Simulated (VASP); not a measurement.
# AlN (P6_3mc) in VASP: further runs, part 2 of 2

VASP 6.6.1. Earlier steps stand in the parts before.

## Step 3: Relaxation of cell and atoms, PBE

This run uses another cell than the first one, of 10.63 Å³/atom, 1.017 times its volume.

INCAR

```
PREC = Accurate
ENCUT = 520
EDIFF = 1E-7
ISMEAR = 0
SIGMA = 0.02
LREAL = False
LASPH = True
NELM = 60
ALGO = Normal
ISIF = 3
LWAVE = False
LCHARG = False
GGA = PE
IBRION = 2
NSW = 80
EDIFFG = -0.002
```

KPOINTS

```
regular mesh
0
Gamma
  9 9 4
```

POSCAR

```
AlN                                     
1.0
    3.1285769988     -0.0000000000     -0.0000000000
   -1.5642884994      2.7094271566      0.0000000000
   -0.0000000000     -0.0000000000      5.0164037880
  Al              N             
     2     2
Direct
     0.3333333300000021    0.6666666699999979    0.9992567876510402
     0.6666666699999979    0.3333333300000021    0.4992567876510402
     0.3333333300000021    0.6666666699999979    0.3807432123489624
     0.6666666699999979    0.3333333300000021    0.8807432123489624
```

Potentials or basis: VASP PAW PBE potentials, release 64 (Al, N).

The run is started by

```bash
$ cat potpaw_PBE.64/Al/POTCAR potpaw_PBE.64/N/POTCAR > POTCAR
$ mpirun -np 1 vasp_std > vasp.out
```

OUTCAR:

```text
PREC = Accurate
   ENCUT = 520
   EDIFF = 1E-7
   ISMEAR = 0
   LREAL = False
   LASPH = True
   NELM = 60
   ISIF = 3
   GGA = PE
   IBRION = 2
   NSW = 80
   EDIFFG = -0.002

 ion  position               nearest neighbor table
   1  0.333  0.667  0.999-   4 1.90   4 1.90   4 1.90   3 1.91   2 3.09   2 3.09   2 3.09   2 3.09
                             2 3.09   2 3.09
   2  0.667  0.333  0.499-   3 1.90   3 1.90   3 1.90   4 1.91   1 3.09   1 3.09   1 3.09   1 3.09
                             1 3.09   1 3.09
   3  0.333  0.667  0.381-   2 1.90   2 1.90   2 1.90   1 1.91
   4  0.667  0.333  0.881-   1 1.90   1 1.90   1 1.90   2 1.91

  LATTYP: Found a hexagonal cell.
 ALAT       =     3.1285769988
 C/A-ratio  =     1.6034138811

  Lattice vectors:

 A1 = (   3.1285769988,   0.0000000000,   0.0000000000)
 A2 = (  -1.5642884994,   2.7094271566,   0.0000000000)
 A3 = (   0.0000000000,   0.0000000000,   5.0164037880)

Analysis of symmetry for initial positions (statically):
=====================================================================
 Subroutine PRICEL returns:
 Original cell was already a primitive cell.

 Routine SETGRP: Setting up the symmetry group for a
 hexagonal supercell.

 Subroutine GETGRP returns: Found 12 space group operations
 (whereof  6 operations were pure point group operations)
 out of a pool of 24 trial point group operations.

The static configuration has the point symmetry C_3v.
 The point group associated with its full space group is C_6v.

Analysis of symmetry for dynamics (positions and initial velocities):
=====================================================================
 Subroutine PRICEL returns:
 Original cell was already a primitive cell.

 Routine SETGRP: Setting up the symmetry group for a
 hexagonal supercell.

 Subroutine GETGRP returns: Found 12 space group operations
 (whereof  6 operations were pure point group operations)
 out of a pool of 24 trial point group operations.

The dynamic configuration has the point symmetry C_3v.
 The point group associated with its full space group is C_6v.

 Subroutine INISYM returns: Found 12 space group operations
 (whereof  6 operations are pure point group operations),
 and found     1 'primitive' translations

----------------------------------------------------------------------------------------

                                     Primitive cell

  volume of cell :      42.5223

  direct lattice vectors                    reciprocal lattice vectors
     3.128576999  0.000000000  0.000000000     0.319634134  0.184540854  0.000000000
    -1.564288499  2.709427157  0.000000000     0.000000000  0.369081707  0.000000000
     0.000000000  0.000000000  5.016403788     0.000000000  0.000000000  0.199345994

  length of vectors
     3.128576999  3.128576997  5.016403788     0.369081707  0.369081707  0.199345994

  position of ions in fractional coordinates (direct lattice)
     0.333333330  0.666666670  0.999256788
     0.666666670  0.333333330  0.499256788
     0.333333330  0.666666670  0.380743212
     0.666666670  0.333333330  0.880743212

  ion indices of the primitive-cell ions
   primitive index   ion index
                 1           1
                 2           2
                 3           3
                 4           4
[... 58 lines left out ...]
   dimension x,y,z NGXF=    48 NGYF=   48 NGZF=   80
   ions per type =               2   2
   NGX,Y,Z   is equivalent  to a cutoff of  12.75, 12.75, 13.26 a.u.
   NGXF,Y,Z  is equivalent  to a cutoff of  25.51, 25.51, 26.51 a.u.
 SYSTEM =  unknown system
   PREC   = accura    normal or accurate (medium, high low for compatibility)
   ISTART =      0    job   : 0-new  1-cont  2-samecut
   ICHARG =      2    charge: 1-file 2-atom 10-const
   ISPIN  =      1    spin polarized calculation?
   LNONCOLLINEAR =      F non collinear calculations
   LSORBIT =      F    spin-orbit coupling
   LASPH  =      T    aspherical Exc in radial PAW
   ENCUT  =  520.0 eV  38.22 Ry    6.18 a.u.   5.82  5.82  9.33*2*pi/ulx,y,z
   NELM   =     60;   NELMIN=  2; NELMDL= -5     # of ELM steps
   EDIFF  = 0.1E-06   stopping-criterion for ELM
   LREAL  =      F    real-space projection
   EDIFFG = -.2E-02   stopping-criterion for IOM
   NSW    =     80    number of steps for IOM
   IBRION =      2    ionic relax: 0-MD 1-quasi-New 2-CG
   NFREE  =      1    steps in history (QN), initial steepest desc. (CG)
   ISIF   =      3    stress and relaxation
   ISYM   =      2    0-nonsym 1-usesym 2-fastsym
   POTIM  = 0.5000    time-step for ionic-motion
   TEBEG  =    0.0;   TEEND  =   0.0 temperature during run
   PSTRESS=    0.0 pullay stress
   NELECT =      16.0000    total number of electrons
   NUPDOWN=      -1.0000    fix difference up-down
   EMIN   =  10.00;   EMAX   =-10.00  energy-range for DOS
   EFERMI =   0.00;   METHOD = LEGACY
   ISMEAR =     0;   SIGMA  =   0.02  broadening in eV -4-tet -1-fermi 0-gaus
   EFERMI_NEDOS =   21; number of points for ismear=-14 and -15
   IALGO  =     38    algorithm
   IMIX   =      4    mixing-type and parameters
     AMIX     =   0.40;   BMIX     =  1.00
     AMIX_MAG =   1.60;   BMIX_MAG =  1.00
  volume/ion in A,a.u.               =      10.63        71.74
  Fermi-wavevector in a.u.,A,eV,Ry     =   1.181887  2.233442 19.005386  1.396856
  Thomas-Fermi vector in A             =   2.318152
   LORBIT       =      0    0 simple, 1 ext, 2 COOP (PROOUT), +10 PAW based schemes
   GGA     = PE    functional components
   LHFCALC =     F    Hartree Fock is set to
   AEXX    =    0.0000 exact exchange contribution
   IVDW    =     0    specifies the selected vdW correction
   LEPSILON=     F    determine dielectric tensor
   LRPA    =     F    only Hartree local field effects (RPA)
 conjugate gradient relaxation of ions
 non-spin polarized calculation
 Gauss-broadening in eV      SIGMA  =   0.02
  energy-cutoff  :      520.00
  volume of cell :       42.52
 maximum number of plane-waves:      1170
 NGX is ok and might be reduce to    24
   NGX = 11   NGY = 11   NGZ = 19

 number of electron      15.9999998 magnetization

 Free energy of the ion-electron system (eV)
  ---------------------------------------------------
  ext. energy  EPLUGINS =         0.00000000
  ---------------------------------------------------
  free energy    TOTEN  =       -29.78053247 eV

  energy without entropy =      -29.78053247  energy(sigma->0) =      -29.78053247

 E-fermi :   6.0773     XC(G=0): -10.8329

 val. band max:        5.9759303596   @ k =   0.0000   0.0000   0.0000
 cond. band min:      10.0321959489   @ k =   0.0000   0.0000   0.0000
 fundamental gap:      4.0562655893
 Fermi energy:         6.0772539124

 k-point     1 :       0.0000    0.0000    0.0000
  band No.  band energies     occupation
      1      -9.0982      2.00000
      2      -7.0121      2.00000
      3       0.0649      2.00000
      4       5.1326      2.00000
      5       5.1326      2.00000
      6       5.7750      2.00000
      7       5.7750      2.00000
      8       5.9759      2.00000
      9      10.0322      0.00000
     10      12.4991      0.00000
     11      16.4431      0.00000
     12      17.0158      0.00000
[... 331 lines left out ...]
 k-point    24 :       0.3333    0.3333    0.2500
  band No.  band energies     occupation
      1      -6.6412      2.00000
      2      -6.6412      2.00000
      3       1.4957      2.00000
      4       1.5836      2.00000
      5       1.5836      2.00000
      6       3.0823      2.00000
      7       4.5128      2.00000
      8       4.5128      2.00000
      9      11.8429      0.00000
     10      14.1166      0.00000
     11      14.5178      0.00000
     12      14.5178      0.00000

 [... further k-points ...]

------------------------ aborting loop because EDIFF is reached ----------------------------------------

  FORCE on cell =-STRESS in cart. coord.  units (eV):
  Direction    XX          YY          ZZ          XY          YZ          ZX
  --------------------------------------------------------------------------------------
  -------------------------------------------------------------------------------------
  Total        0.0013707      0.0013707     -0.0004510      0.0000000      0.0000000     -0.0000000
  in kB        0.0516476      0.0516476     -0.0169912      0.0000000      0.0000000     -0.0000000
  external PRESSURE =       0.0287680 kB  Pullay stress =       0.0000000 kB

 VOLUME and BASIS-vectors are now :
 -----------------------------------------------------------------------------
  energy-cutoff  :      520.00
  volume of cell :       42.52
      direct lattice vectors                 reciprocal lattice vectors
     3.128576999  0.000000000  0.000000000     0.319634134  0.184540854  0.000000000
    -1.564288499  2.709427157  0.000000000     0.000000000  0.369081707  0.000000000
     0.000000000  0.000000000  5.016403788     0.000000000  0.000000000  0.199345994

 POSITION                                       TOTAL-FORCE (eV/Angst)
 -----------------------------------------------------------------------------------
     -0.00000      1.80628      5.01268         0.000000     -0.000000     -0.000733
      1.56429      0.90314      2.50447        -0.000000      0.000000     -0.000733
     -0.00000      1.80628      1.90996        -0.000000     -0.000000      0.000733
      1.56429      0.90314      4.41816         0.000000      0.000000      0.000733
 -----------------------------------------------------------------------------------
    total drift:                               -0.000009      0.000005      0.000554

  FREE ENERGIE OF THE ION-ELECTRON SYSTEM (eV)
  ---------------------------------------------------
  free  energy   TOTEN  =       -29.7805324707 eV

  energy  without entropy=      -29.7805324707  energy(sigma->0) =      -29.78053247

 reached required accuracy - stopping structural energy minimisation
```

It took 13 s on 1 thread of AMD EPYC 7R13 (Zen 3), shared host; peak memory 0.12 GiB.

Results:

```
Free energy             : -29.7805 eV
Pressure after relaxing : 0.0 GPa
Band gap on the k mesh  : 4.06 eV, direct
```

Final structure:
```
Al N
1.0
     3.12858    0.00000    0.00000
    -1.56429    2.70943    0.00000
     0.00000    0.00000    5.01640
Al N
2 2
Direct
  0.33333 0.66667 0.99926
  0.66667 0.33333 0.49926
  0.33333 0.66667 0.38074
  0.66667 0.33333 0.88074
```

Caveat: the relaxation stopped at its first step, so nothing moved.

## Step 4: Relaxation of shape and atoms at fixed volume, PBE

This run uses another cell than the first one, of 10.63 Å³/atom, 1.017 times its volume.

INCAR, as its differences from that of step 3:

```diff
@@ -9,3 +9,3 @@
 ALGO = Normal
-ISIF = 3
+ISIF = 4
 LWAVE = False
```

KPOINTS is that of step 3.

POSCAR

```
AlN                                     
1.0
    3.1285769988      0.0000000000      0.0000000000
   -1.5642884994      2.7094271566      0.0000000000
    0.0000000000      0.0000000000      5.0164037880
  Al              N             
     2     2
Direct
     0.3333333300000021    0.6666666699999979    0.9992567876510421
     0.6666666699999979    0.3333333300000021    0.4992567876510421
     0.3333333300000021    0.6666666699999979    0.3807432123489605
     0.6666666699999979    0.3333333300000021    0.8807432123489605
```

The run is started by

```bash
$ cat potpaw_PBE.64/Al/POTCAR potpaw_PBE.64/N/POTCAR > POTCAR
$ mpirun -np 1 vasp_std > vasp.out
```

It took 13 s on 1 thread of AMD EPYC 7R13 (Zen 3), shared host; peak memory 0.13 GiB.

Results (log left out):

```
Free energy             : -29.7805 eV
Pressure after relaxing : 0.0 GPa
Band gap on the k mesh  : 4.06 eV, direct
```

Final structure:
```
Al N
1.0
     3.12858    0.00000    0.00000
    -1.56429    2.70943    0.00000
     0.00000    0.00000    5.01640
Al N
2 2
Direct
  0.33333 0.66667 0.99926
  0.66667 0.33333 0.49926
  0.33333 0.66667 0.38074
  0.66667 0.33333 0.88074
```

Levels at points of the mesh, in eV from the valence-band top:
```csv
k point,band 6,band 7,band 8,band 9,band 10,band 11
"(0.00, 0.00, 0.00)",-0.20,-0.20,0.00,4.06,6.52,10.47
"(0.00, 0.00, 0.50)",-0.53,-0.53,-0.53,6.32,6.32,10.18
```

Caveat: the relaxation stopped at its first step, so nothing moved. As with any semilocal functional, this PBE gap is likely too small.
